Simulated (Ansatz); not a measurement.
HgTe in the zincblende structure was relaxed with 5 functionals in Ansatz 0.2.0, cell and atoms free, the symmetry of the start kept (meshes: PBE 6×6×6, r2SCAN 6×6×6, PBEsol 6×6×6, LDA 6×6×6, HSE06 4×4×4). (Simulation; spin polarisation is off.)

The r2SCAN result:
```
Hg Te
1.0
     0.00000    3.28916    3.28916
     3.28916    0.00000    3.28916
     3.28916    3.28916    0.00000
Hg Te
1 1
Direct
  0.00000 0.00000 0.00000
  0.25000 0.25000 0.25000
```

Space group F-43m (No. 216), cubic; a = 6.578 Å in the conventional setting, 35.58 Å³ an atom. Hg has 4 Te at 2.85 Å; Te has 4 Hg at 2.85 Å.

Q: How does the cell change with LDA?

A: a = 6.439 Å; the volume differs by -6.2 % from r2SCAN's. Around Hg lie 4 Te at 2.79 Å; around Te lie 4 Hg at 2.79 Å.

Q: How does the cell change with PBEsol?

A: a = 6.513 Å; the volume differs by -2.9 % from r2SCAN's. Hg has 4 Te at 2.82 Å; Te has 4 Hg at 2.82 Å.

Q: Held at the r2SCAN cell, what mean stress do LDA and PBE find, and does its sign point to their own minimum?

A: Yes. LDA -2.59 GPa, and its relaxed volume is -6.2 % from r2SCAN's; PBE +1.28 GPa, and its relaxed volume is +3.4 % from r2SCAN's. Compression counts positive, so a positive stress asks for a larger cell.
